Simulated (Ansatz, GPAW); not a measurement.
# Ballistic transport through 1,4-diisocyanobenzene between two Ir chains, from relaxation to T(E), part 3 of 4

How well does 1,4-diisocyanobenzene between two Ir chains conduct once its atoms have relaxed, and how much do cheaper levels lose?

GPAW 26.7.0 and Ansatz 0.2.0; Ansatz plane waves; relaxation of the junction with the lead ends held (the session's first sound run).

So far, transmission at the Fermi level (one spin): step 3 (plane-wave reference (PBE)) 0.253. Also conductance of the perfect lead (G₀): step 3 5.79.

## Step 4: Double-zeta polarised basis

Localised orbitals split the wire into layers that couple to their neighbours alone, which is what the Green's function method needs; double zeta with polarisation is the usual level for numbers.

This step: GPAW LCAO, PAW setups; Landauer transmission from Green's functions with principal layers (ASE), zero bias (GPAW 26.7.0).

run.py

```python
import json
import numpy as np
from ase import Atoms
from ase.transport.calculators import TransportCalculator
from gpaw import GPAW, FermiDirac
from gpaw.lcao.tools import get_lcao_hamiltonian
from scipy.linalg import eigh

# The junction with lead layers at both ends, along the third cell vector
device = Atoms(
    ['Ir', 'Ir', 'Ir', 'Ir', 'Ir', 'Ir', 'Ir', 'Ir', 'C', 'N', 'C', 'H', 'H', 'C', 'C', 'C', 'C', 'H', 'H', 'C', 'N', 'C', 'Ir', 'Ir', 'Ir', 'Ir', 'Ir', 'Ir', 'Ir', 'Ir'],
    positions=[
        [5.40801, 4.50000, 1.15000],
        [5.40801, 4.50000, 3.45000],
        [5.40801, 4.50000, 5.75000],
        [5.40801, 4.50000, 8.05000],
        [5.40801, 4.50000, 10.35000],
        [5.40801, 4.50000, 12.65000],
        [5.93964, 4.67437, 14.98612],
        [5.08920, 4.41189, 17.24129],
        [5.38807, 4.51420, 19.20292],
        [5.43015, 4.52944, 20.41632],
        [5.41802, 4.52935, 21.82808],
        [7.57036, 4.57423, 22.11137],
        [3.25946, 4.48460, 22.06011],
        [6.60335, 4.55295, 22.61335],
        [4.21415, 4.50275, 22.58546],
        [6.58578, 4.54893, 24.01875],
        [4.19662, 4.49865, 23.99112],
        [7.54040, 4.56721, 24.54425],
        [3.22935, 4.47742, 24.49275],
        [5.38202, 4.52141, 24.77602],
        [5.37182, 4.51667, 26.18756],
        [5.41483, 4.51737, 27.40097],
        [5.72978, 4.53922, 29.36292],
        [4.84403, 4.45662, 31.61403],
        [5.40801, 4.50000, 33.94572],
        [5.40801, 4.50000, 36.24572],
        [5.40801, 4.50000, 38.54572],
        [5.40801, 4.50000, 40.84572],
        [5.40801, 4.50000, 43.14572],
        [5.40801, 4.50000, 45.44572]],
    cell=[[10.81602, 0.0, 0.0], [0.0, 9.0, 0.0], [0.0, 0.0, 46.59572]],
    pbc=True)

# One principal layer of the lead: the first 5 atoms of the device
lead = Atoms(
    ['Ir', 'Ir', 'Ir', 'Ir', 'Ir'],
    positions=[
        [5.40801, 4.50000, 1.15000],
        [5.40801, 4.50000, 3.45000],
        [5.40801, 4.50000, 5.75000],
        [5.40801, 4.50000, 8.05000],
        [5.40801, 4.50000, 10.35000]],
    cell=[[10.81602, 0.0, 0.0], [0.0, 9.0, 0.0], [0.0, 0.0, 11.5]],
    pbc=True)

settings = dict(mode='lcao', basis='dzp', xc='PBE', h=0.18,
                occupations=FermiDirac(0.1), maxiter=250,
                mixer=dict(beta=0.1, nmaxold=8, weight=100.0),
                convergence=dict(density=0.0001))
energies = np.arange(-2, 2 + 1e-9, 0.025)
eta = 0.0001
n1, n2 = 1, 1
# k and -k transmit alike, so half of the mesh across the current serves
mesh = [(i, j) for i in range(n1) for j in range(n2) if (i, j) <= (-i % n1, -j % n2)]
weights = np.array([1 if (i, j) == (-i % n1, -j % n2) else 2 for i, j in mesh]) / (n1 * n2)

# [... helper functions left out ...]
fermi_lead = ground_state(lead, (1, 1, 10), 'lead.txt')
fermi_device = ground_state(device, (1, 1, 2), 'device.txt')
# [... loop over the mesh left out, but for ...]
        # Shift the lead onto the potential of the device's first layer
        shift = ((H[:, 0, 0] - H0[:, 0, 0]) / S0[0, 0]).real.mean()
# [...]
kT = 8.617333e-5 * 300
bias = [0.1, 0.2, 0.5, 1.0, 1.5, 2.0]
# [... integrals and printing left out ...]
```

Started as:

```console
> OMP_NUM_THREADS=1 OPENBLAS_NUM_THREADS=1 python run.py
```

Numbers of over 12 decimals in the logs are rounded to 6 here.

Output:

```text
basis functions: device 582, principal layer 135
Fermi level: lead -4.1347 eV, device -3.9109 eV; lead shifted by -0.0088 eV
largest coupling past the next layer 1.48e-06 eV, largest misfit of the first layer 0.060 eV
  E-E_F (eV)   T (one spin)  [channel counts left out]
    -2.000    3.1924e-01
    -1.975    3.0191e-01
    -1.950    2.8566e-01
    -1.925    2.7056e-01
    -1.900    2.5664e-01
    -1.875    2.4389e-01
    -1.850    2.3228e-01
    -1.825    2.2176e-01
    -1.800    2.1227e-01
    -1.775    2.0375e-01
    -1.750    1.9615e-01
    -1.725    1.8939e-01
    -1.700    1.8341e-01
    -1.675    1.7815e-01
    -1.650    1.7356e-01
    -1.625    1.6958e-01
[...]
1.825    2.4383e-01
     1.850    1.5663e-01
     1.875    9.2709e-02
     1.900    4.3751e-02
     1.925    2.2530e-03
     1.950    5.6682e-05
     1.975    4.4635e-05
     2.000    3.7968e-05
conductance at 300 K: 0.23152 G0 a cell; thermopower -11.4 uV/K
current from the zero-bias T(E) at 0.1 V: 1.8208 uA
current from the zero-bias T(E) at 0.2 V: 3.7224 uA
current from the zero-bias T(E) at 0.5 V: 10.114 uA
current from the zero-bias T(E) at 1.0 V: 22.474 uA
current from the zero-bias T(E) at 1.5 V: 26.125 uA
current from the zero-bias T(E) at 2.0 V: 28.864 uA
```

The job ended after 16 min (1 thread of Arm Neoverse N1, shared host; peak memory 2.6 GiB).

Numbers from this step:

| Property | Result |
| --- | --- |
| conductance | 0.2315 G₀ |
| largest coupling past the next principal layer | 1.48e-6 eV |
| largest misfit of the first principal layer | 0.06005 eV |
| shift that aligns the lead | -0.008803 eV |
| basis functions of the junction | 582 |
| basis functions of a principal layer | 135 |
| transmission at the Fermi level (one spin) | 0.2213 |

One spin. The transmission, zone mean by energy, zero at the Fermi level:

| energy (eV) | transmission, zone mean |
| --- | --- |
| -2.000 | 0.319 |
| -1.900 | 0.257 |
| -1.800 | 0.212 |
| -1.700 | 0.183 |
| -1.600 | 0.166 |
| -1.500 | 0.157 |
| -1.400 | 0.154 |
| -1.300 | 0.171 |
| -1.200 | 0.164 |
| -1.100 | 0.151 |
| -1.000 | 0.132 |
| -0.900 | 0.119 |
| -0.800 | 0.115 |
| -0.700 | 0.120 |
| -0.600 | 0.154 |
| -0.500 | 0.281 |
| -0.400 | 0.616 |
| -0.300 | 0.820 |
| -0.200 | 0.464 |
| -0.100 | 0.225 |
| 0.000 | 0.221 |
| 0.075 | 0.379 |
| 0.100 | 0.293 |
| 0.200 | 0.0761 |
| 0.300 | 0.0403 |
| 0.400 | 0.0280 |
| 0.500 | 0.0225 |
| 0.600 | 0.0199 |
| 0.700 | 0.0191 |
| 0.800 | 0.0195 |
| 0.900 | 0.0210 |
| 1.000 | 0.0239 |
| 1.100 | 0.0290 |
| 1.200 | 0.0379 |
| 1.300 | 0.0542 |
| 1.400 | 0.0878 |
| 1.500 | 0.170 |
| 1.600 | 0.433 |
| 1.700 | 0.995 |
| 1.800 | 0.365 |
| 1.900 | 0.0438 |
| 2.000 | 3.8e-5 |

Not self-consistent under bias; the bias window is split evenly. Current through one cell, from the zero-bias transmission against bias:

| bias (V) | current through one cell, from the zero-bias transmission (μA) |
| --- | --- |
| 0.100 | 1.82 |
| 0.200 | 3.72 |
| 0.500 | 10.1 |
| 1.000 | 22.5 |
| 1.500 | 26.1 |
| 2.000 | 28.9 |

The transmission of the three most open eigenchannels by energy, zero at the Fermi level:

| energy (eV) | channel 1 | channel 2 | channel 3 |
| --- | --- | --- | --- |
| -2.000 | 0.319 | 2.8e-5 | 5.5e-6 |
| -1.900 | 0.257 | 3.0e-5 | 1.2e-5 |
| -1.800 | 0.212 | 3.0e-5 | 1.9e-5 |
| -1.700 | 0.183 | 3.0e-5 | 2.9e-5 |
| -1.600 | 0.166 | 4.0e-5 | 2.8e-5 |
| -1.500 | 0.157 | 5.4e-5 | 2.6e-5 |
| -1.400 | 0.154 | 6.9e-5 | 2.4e-5 |
| -1.300 | 0.171 | 9.0e-5 | 2.1e-5 |
| -1.200 | 0.164 | 1.1e-4 | 2.0e-5 |
| -1.100 | 0.150 | 1.2e-4 | 2.0e-5 |
| -1.000 | 0.132 | 1.4e-4 | 1.9e-5 |
| -0.900 | 0.119 | 1.8e-4 | 1.4e-5 |
| -0.800 | 0.114 | 2.5e-4 | 9.0e-6 |
| -0.700 | 0.120 | 3.3e-4 | 6.3e-6 |
| -0.600 | 0.153 | 4.7e-4 | 4.5e-6 |
| -0.500 | 0.281 | 6.1e-4 | 4.2e-6 |
| -0.400 | 0.615 | 6.2e-4 | 4.4e-6 |
| -0.300 | 0.820 | 4.9e-4 | 4.4e-6 |
| -0.200 | 0.464 | 2.6e-4 | 5.6e-6 |
| -0.100 | 0.225 | 1.5e-4 | 1.1e-5 |
| 0.000 | 0.221 | 1.5e-4 | 1.5e-5 |
| 0.100 | 0.293 | 1.3e-4 | 1.6e-5 |
| 0.200 | 0.0761 | 7.4e-5 | 7.1e-6 |
| 0.300 | 0.0403 | 5.3e-5 | 4.1e-6 |
| 0.400 | 0.0280 | 3.9e-5 | 2.7e-6 |
| 0.500 | 0.0225 | 3.1e-5 | 1.9e-6 |
| 0.600 | 0.0199 | 2.4e-5 | 1.3e-6 |
| 0.700 | 0.0191 | 1.9e-5 | 8.7e-7 |
| 0.800 | 0.0194 | 1.5e-5 | 4.2e-7 |
| 0.900 | 0.0210 | 8.9e-6 | 2.3e-8 |
| 1.000 | 0.0239 | 5.1e-6 | 8.2e-9 |
| 1.100 | 0.0290 | 2.7e-6 | 8.4e-10 |
| 1.200 | 0.0379 | 1.3e-6 | 4.6e-11 |
| 1.300 | 0.0542 | 6.9e-7 | 1.9e-9 |
| 1.400 | 0.0878 | 5.8e-7 | 6.4e-8 |
| 1.500 | 0.170 | 7.7e-7 | 2.9e-7 |
| 1.600 | 0.433 | 1.2e-6 | 6.3e-7 |
| 1.700 | 0.995 | 2.0e-6 | 9.5e-7 |
| 1.800 | 0.365 | 3.3e-6 | 1.0e-6 |
| 1.900 | 0.0437 | 4.5e-6 | 4.6e-7 |
| 2.000 | 3.8e-5 | 6.0e-11 | 0 |

At the Fermi level T is 0.221 against 0.253 in plane waves. Couplings past the next layer reach 1.5e-6 eV, small enough to drop; the matrix elements of the cell's first layer differ from the bulk lead's by up to 0.060 eV. That layer keeps its own values in the calculation, and only beyond it is the lead taken as perfect. The Fermi levels of lead and junction count from different zeros of potential, one for each periodic cell; with both set to zero, the small remaining shift is what aligns them. Without spin-orbit coupling, which is large for these atoms, channel counts and T are those of the scalar-relativistic bands. By hand: G = 0.2315 × 77.48 μS = 17.9 μS, a resistance of 55.7 kΩ; at 0.1 V a linear junction would pass 1.79 μA, and the integral over the bias window gives 1.82 μA.

## Step 5: GPAW, szp: basis = "szp(dzp)"

One radial function a shell plus polarisation makes the matrices smaller; the question is what that costs.

run.py: that of step 4 with these lines changed.

```diff
@@ -57,3 +57,3 @@
 
-settings = dict(mode='lcao', basis='dzp', xc='PBE', h=0.18,
+settings = dict(mode='lcao', basis='szp(dzp)', xc='PBE', h=0.18,
                 occupations=FermiDirac(0.1), maxiter=250,
```

Output:

```text
basis functions: device 346, principal layer 75
Fermi level: lead -3.8522 eV, device -3.9243 eV; lead shifted by -0.0131 eV
largest coupling past the next layer 1.48e-06 eV, largest misfit of the first layer 0.068 eV
  E-E_F (eV)   T (one spin)  channels
    -2.000    1.5936e-01    4.0000
    -1.975    1.5332e-01    4.0000
    -1.950    1.4776e-01    4.0000
[...]
1.975    3.3532e-05    1.0000
     2.000    3.6536e-05    1.0000
conductance at 300 K: 0.21578 G0 a cell; thermopower -15.91 uV/K
current from the zero-bias T(E) at 0.1 V: 1.6817 uA
current from the zero-bias T(E) at 0.2 V: 3.4081 uA
current from the zero-bias T(E) at 0.5 V: 8.8348 uA
current from the zero-bias T(E) at 1.0 V: 22.059 uA
current from the zero-bias T(E) at 1.5 V: 27.365 uA
current from the zero-bias T(E) at 2.0 V: 31.535 uA
```

Elapsed: 9.9 min, on 1 thread; peak memory 2.5 GiB.

Numbers from this step:

| Quantity | Value |
| --- | --- |
| conductance | 0.2158 G₀ |
| largest misfit of the first principal layer | 0.06831 eV |
| shift that aligns the lead | -0.01309 eV |
| basis functions of the junction | 346 |
| basis functions of a principal layer | 75 |
| transmission at the Fermi level (one spin) | 0.2139 |

One spin. Table of transmission, zone mean by energy, zero at the Fermi level:

| energy (eV) | transmission, zone mean |
| --- | --- |
| -2.000 | 0.159 |
| -1.800 | 0.125 |
| -1.600 | 0.116 |
| -1.400 | 0.124 |
| -1.200 | 0.143 |
| -1.000 | 0.130 |
| -0.800 | 0.136 |
| -0.600 | 0.217 |
| -0.400 | 0.735 |
| -0.350 | 0.799 |
| -0.200 | 0.336 |
| 0.000 | 0.214 |
| 0.100 | 0.391 |
| 0.200 | 0.0856 |
| 0.400 | 0.0403 |
| 0.600 | 0.0395 |
| 0.800 | 0.0576 |
| 1.000 | 0.132 |
| 1.200 | 0.675 |
| 1.275 | 0.992 |
| 1.400 | 0.358 |
| 1.600 | 0.0855 |
| 1.800 | 0.0329 |
| 2.000 | 3.7e-5 |

The conductance, 0.216 G₀, lies 6.8 % below that of the dzp run.

## Step 6: Minimal basis

One function for each valence shell of the setup, as for a first survey of a large system.

run.py: that of step 5 with these lines changed.

```diff
@@ -57,3 +57,3 @@
 
-settings = dict(mode='lcao', basis='szp(dzp)', xc='PBE', h=0.18,
+settings = dict(mode='lcao', basis='sz(dzp)', xc='PBE', h=0.18,
                 occupations=FermiDirac(0.1), maxiter=250,
```

Output:

```text
basis functions: device 236, principal layer 60
Fermi level: lead -3.8615 eV, device -3.9602 eV; lead shifted by -0.0155 eV
largest coupling past the next layer 1.47e-06 eV, largest misfit of the first layer 0.038 eV
  E-E_F (eV)   T (one spin)  [channel counts left out]
    -2.000    1.0786e-01
    -1.975    1.0524e-01
    -1.950    1.0290e-01
[...]
1.975    9.9957e-06
     2.000    9.6574e-06
conductance at 300 K: 0.24971 G0 a cell; thermopower -16.49 uV/K
current from the zero-bias T(E) at 0.1 V: 1.943 uA
current from the zero-bias T(E) at 0.2 V: 3.9334 uA
current from the zero-bias T(E) at 0.5 V: 10.174 uA
current from the zero-bias T(E) at 1.0 V: 25.158 uA
current from the zero-bias T(E) at 1.5 V: 31.621 uA
current from the zero-bias T(E) at 2.0 V: 37.107 uA
```

It took 7.6 min on 1 thread; peak memory 2.5 GiB.

Numbers from this step:

| Quantity | Value |
| --- | --- |
| conductance | 0.2497 G₀ |
| largest coupling past the next principal layer | 1.47e-6 eV |
| largest misfit of the first principal layer | 0.03849 eV |
| shift that aligns the lead | -0.01550 eV |
| basis functions of the junction | 236 |
| basis functions of a principal layer | 60 |
| transmission at the Fermi level (one spin) | 0.2498 |

The conductance, 0.250 G₀, lies 7.9 % above that of the dzp run.

## Step 7: LDA in the dzp basis: xc = "LDA"

Back in the dzp basis, the functional changes from PBE to LDA, to set the spread between functionals beside that between bases.

run.py: that of step 6 with these lines changed.

```diff
@@ -57,3 +57,3 @@
 
-settings = dict(mode='lcao', basis='sz(dzp)', xc='PBE', h=0.18,
+settings = dict(mode='lcao', basis='dzp', xc='LDA', h=0.18,
                 occupations=FermiDirac(0.1), maxiter=250,
```

Output:

```text
basis functions: device 582, principal layer 135
Fermi level: lead -4.4302 eV, device -4.1939 eV; lead shifted by -0.0075 eV
largest coupling past the next layer 1.53e-06 eV, largest misfit of the first layer 0.060 eV
  E-E_F (eV)   T (one spin)  [channel counts left out]
    -2.000    3.3551e-01
    -1.975    3.1677e-01
    -1.950    2.9932e-01
[...]
1.975    4.1614e-05
     2.000    3.6103e-05
conductance at 300 K: 0.24463 G0 a cell; thermopower -5.724 uV/K
current from the zero-bias T(E) at 0.1 V: 1.9197 uA
current from the zero-bias T(E) at 0.2 V: 3.9337 uA
current from the zero-bias T(E) at 0.5 V: 10.847 uA
current from the zero-bias T(E) at 1.0 V: 22.873 uA
current from the zero-bias T(E) at 1.5 V: 26.509 uA
current from the zero-bias T(E) at 2.0 V: 29.363 uA
```

It took 13 min on 1 thread; peak memory 2.6 GiB.

Numbers from this step:

* conductance: 0.2446 G₀
* largest coupling past the next principal layer: 1.53e-6 eV
* largest misfit of the first principal layer: 0.05971 eV
* shift that aligns the lead: -0.007542 eV
* basis functions of the junction: 582
* basis functions of a principal layer: 135
* transmission at the Fermi level (one spin): 0.2349

One spin. Transmission, zone mean against energy, zero at the Fermi level:

energy (eV), transmission, zone mean and a bar:
```
   -2.000      0.336 ##########
   -1.800      0.222 #######
   -1.600      0.174 #####
   -1.400      0.162 #####
   -1.200      0.171 #####
   -1.000      0.138 ####
   -0.800      0.121 ####
   -0.600      0.155 #####
   -0.400      0.573 #################
   -0.300      0.818 #########################
   -0.200      0.526 ################
    0.000      0.235 #######
    0.100      0.346 ##########
    0.200      0.073 ##
    0.400      0.026 #
    0.600      0.019 #
    0.800      0.019 #
    1.000      0.023 #
    1.200      0.038 #
    1.400      0.089 ###
    1.600      0.458 ##############
    1.700      0.992 ##############################
    1.800      0.315 ##########
    2.000      0.000
```

The conductance, 0.245 G₀, lies 5.7 % above that of the dzp run.

## Step 8: The structure as built: geometry = "as built"

The dzp basis with PBE on the structure as first built shows what the relaxation was worth.

run.py: that of step 7 with these lines changed.

```diff
@@ -18,20 +18,20 @@
         [5.40801, 4.50000, 12.65000],
-        [5.93964, 4.67437, 14.98612],
-        [5.08920, 4.41189, 17.24129],
-        [5.38807, 4.51420, 19.20292],
-        [5.43015, 4.52944, 20.41632],
-        [5.41802, 4.52935, 21.82808],
-        [7.57036, 4.57423, 22.11137],
-        [3.25946, 4.48460, 22.06011],
-        [6.60335, 4.55295, 22.61335],
-        [4.21415, 4.50275, 22.58546],
-        [6.58578, 4.54893, 24.01875],
-        [4.19662, 4.49865, 23.99112],
-        [7.54040, 4.56721, 24.54425],
-        [3.22935, 4.47742, 24.49275],
-        [5.38202, 4.52141, 24.77602],
-        [5.37182, 4.51667, 26.18756],
-        [5.41483, 4.51737, 27.40097],
-        [5.72978, 4.53922, 29.36292],
-        [4.84403, 4.45662, 31.61403],
+        [5.40801, 4.50000, 14.95000],
+        [5.40801, 4.50000, 17.25000],
+        [5.40801, 4.50000, 19.36000],
+        [5.40801, 4.50000, 20.53178],
+        [5.40801, 4.50000, 21.92006],
+        [7.56602, 4.50001, 22.05143],
+        [3.25001, 4.49999, 22.05143],
+        [6.62769, 4.50000, 22.60032],
+        [4.18833, 4.50000, 22.60032],
+        [6.62769, 4.49999, 23.99540],
+        [4.18834, 4.50000, 23.99540],
+        [7.56602, 4.49999, 24.54429],
+        [3.25001, 4.50000, 24.54430],
+        [5.40801, 4.50000, 24.67567],
+        [5.40801, 4.50000, 26.06394],
+        [5.40801, 4.50000, 27.23572],
+        [5.40801, 4.50000, 29.34572],
+        [5.40801, 4.50000, 31.64572],
         [5.40801, 4.50000, 33.94572],
@@ -57,3 +57,3 @@
 
-settings = dict(mode='lcao', basis='dzp', xc='LDA', h=0.18,
+settings = dict(mode='lcao', basis='dzp', xc='PBE', h=0.18,
                 occupations=FermiDirac(0.1), maxiter=250,
```

Output:

```text
basis functions: device 582, principal layer 135
Fermi level: lead -4.1347 eV, device -3.7442 eV; lead shifted by -0.0204 eV
largest coupling past the next layer 1.48e-06 eV, largest misfit of the first layer 0.145 eV
  E-E_F (eV)   T (one spin)  [channel counts left out]
    -2.000    3.1987e-02
    -1.975    3.1695e-02
    -1.950    3.1448e-02
[...]
1.975    1.7211e-07
     2.000    1.5973e-07
conductance at 300 K: 0.19993 G0 a cell; thermopower -9.267 uV/K
current from the zero-bias T(E) at 0.1 V: 1.5484 uA
current from the zero-bias T(E) at 0.2 V: 3.0933 uA
current from the zero-bias T(E) at 0.5 V: 7.6916 uA
current from the zero-bias T(E) at 1.0 V: 15.553 uA
current from the zero-bias T(E) at 1.5 V: 25.211 uA
current from the zero-bias T(E) at 2.0 V: 38.909 uA
```

Run time: 13 min. Hardware: 1 thread; peak memory 2.6 GiB.

This step gave:

- conductance: 0.1999 G₀
- largest coupling past the next principal layer: 1.48e-6 eV
- largest misfit of the first principal layer: 0.1448 eV
- shift that aligns the lead: -0.02036 eV
- transmission at the Fermi level (one spin): 0.2002

The conductance, 0.200 G₀, lies 14 % below that of the dzp run.

## Step 9: All levels side by side

Times are wall times on the hardware named with each run. The runs compared:

| no. | run | conductance (G₀) | time | memory (GiB) |
| --- | --- | --- | --- | --- |
| 1 | pw PBE | 0.2708 | 2.1 h | 7.2 |
| 2 | dzp | 0.2315 | 16 min | 2.6 |
| 3 | szp | 0.2158 | 9.9 min | 2.5 |
| 4 | sz | 0.2497 | 7.6 min | 2.5 |
| 5 | dzp LDA | 0.2446 | 13 min | 2.6 |
| 6 | asbuilt | 0.1999 | 13 min | 2.6 |

(Continued in part 4 of 4.)

[Logs are printed without paths, hosts, clocks, repeated set-up lines and the standing remarks that a program may print on its own settings, such as how far it seeks lower states.]

[Hosts, paths, dates, database ids (printed as entryN), source tags and the programs' standing remarks are cut or masked in the printed files.]
